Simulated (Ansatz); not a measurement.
# Charge transition levels of the Mo on the S site in MoS2, term by term

Level of theory: Ansatz, DFT PBE, scalar-relativistic, plane waves, PAW. Run with 420 eV cutoff, 2×2×2 k-mesh, shifted by half a step, Gaussian smearing of 0.01 eV, collinear spin.

Host crystal, relaxed:

```cif
data_structure
_symmetry_space_group_name_H-M 'P 1'
_symmetry_Int_Tables_number 1
_cell_length_a 7.6623
_cell_length_b 7.6623
_cell_length_c 7.6623
_cell_angle_alpha 23.993
_cell_angle_beta 23.993
_cell_angle_gamma 23.993
_cell_volume 65.35
loop_
_atom_site_label
_atom_site_type_symbol
_atom_site_fract_x
_atom_site_fract_y
_atom_site_fract_z
_atom_site_occupancy
Mo1 Mo 0.99978 0.99978 0.99978 1
S1 S 0.40313 0.40313 0.40313 1
S2 S 0.26309 0.26309 0.26309 1
```

The Mo on the S site was set at (0.403, 0.403, 0.403) of the host cell, in a supercell of 39 sites (850 Å³), relaxed at fixed cell in each charge q, from a start with the atoms near it displaced at random. In charge +1 some atom moved by up to 0.7 Å, so the relaxed defect can differ in kind from the start: near the site, 3 Mo at 2.41 Å became 2 S at 2.53 Å, 2 Mo at 2.56 Å, 1 Mo at 2.99 Å (charge +1). The host's Kohn–Sham gap is 1.45 eV and its static dielectric constant 9.7 (mean). For each charge: the supercell's free energy over the neutral one with q electrons exchanged at the valence band top, F(q) − F(0) + qE_v; the image-charge term; and the term that aligns the potential far from the defect with the host's.

```
 q F(q) − F(0) + qE_v (eV) image charge (eV) alignment (eV)
+1                   -0.893              0.257           0.223
 0                    0.000              0.000           0.000
-1                    1.100              0.257          -0.357
```

Question: Add the terms and find the levels between neighbouring charges, ε(q/q′) = [A(q′) − A(q)]/(q − q′), with and without the two corrections.

Answer: A(q): -0.413 eV for +1, 0.000 eV for 0, 1.001 eV for -1.
```json
{"level": "(+1/0)", "corrected (eV over E_v)": "0.41", "uncorrected (eV)": "0.89"}
{"level": "(0/-1)", "corrected (eV over E_v)": "1.00", "uncorrected (eV)": "1.10"}
```

As a check, a point charge in a simple cubic cell of this volume has q²αe²/(2εL) = 0.223 q² eV (e² = 14.40 eV Å, α = 2.837, L = 9.47 Å); the shape of the real cell and the anisotropy of ε can change it somewhat. The term grows as q², so it pushes donor levels down and acceptor levels up. The program doubts the alignment for q = +1, -1, so levels beside it are uncertain by about that term.

Question: Which of these charges is lowest with the Fermi level at the valence band top, at mid-gap and at the conduction band bottom?

Answer: The line A(q) + qE_F that lies lowest gives the charge: +1 at E_F = 0.00 eV, 0 at E_F = 0.73 eV, -1 at E_F = 1.45 eV. Charges beyond those computed could lie lower near the band edges.

Question: The neutral defect forms at 5.12 eV with atoms taken from and returned to the elements. What are the formation energies at those three Fermi levels, and what share of sites would hold the defect at 1200 K with E_F at mid-gap, if the host still stood at that temperature?

Answer: E_f = E_f(0) + A(q) + qE_F = 4.71, 5.12, 4.67 eV. In the dilute limit the share is exp(−E_f/k_BT) = exp(−5.123/0.1034) = 3.1×10⁻²², leaving out degeneracy and vibrational entropy. Both elements stand at their elemental potentials, a limit that the host or competing compounds often put out of reach. The small cell and the narrow Kohn–Sham gap leave errors of tenths of an eV or more, which change the share by orders of magnitude.

The corrected levels suggest an amphoteric defect, with the donor level in the lower part of the gap and the acceptor level in the upper part. This fits the chemistry: Mo in place of S brings 4d electrons that the surrounding metal atoms can't fully take up in bonds, so d-derived states probably remain in the gap, able to lose or gain an electron. The corrections act unequally because image charge and alignment add for +1 but oppose each other for -1. Without them, +1 rather than the neutral state would be lowest at mid-gap. The donor level also includes the energy of a structural rearrangement, so it isn't a vertical ionisation energy.

The host cell implies layers clearly further apart than in real MoS2, most likely because PBE lacks the dispersion attraction between them. Weaker interlayer coupling would widen the gap, partly masking the usual PBE underestimate, and the extra room may ease displacement of the antisite Mo. Whether the neutral defect would also gain energy in the rearranged +1 geometry isn't shown.
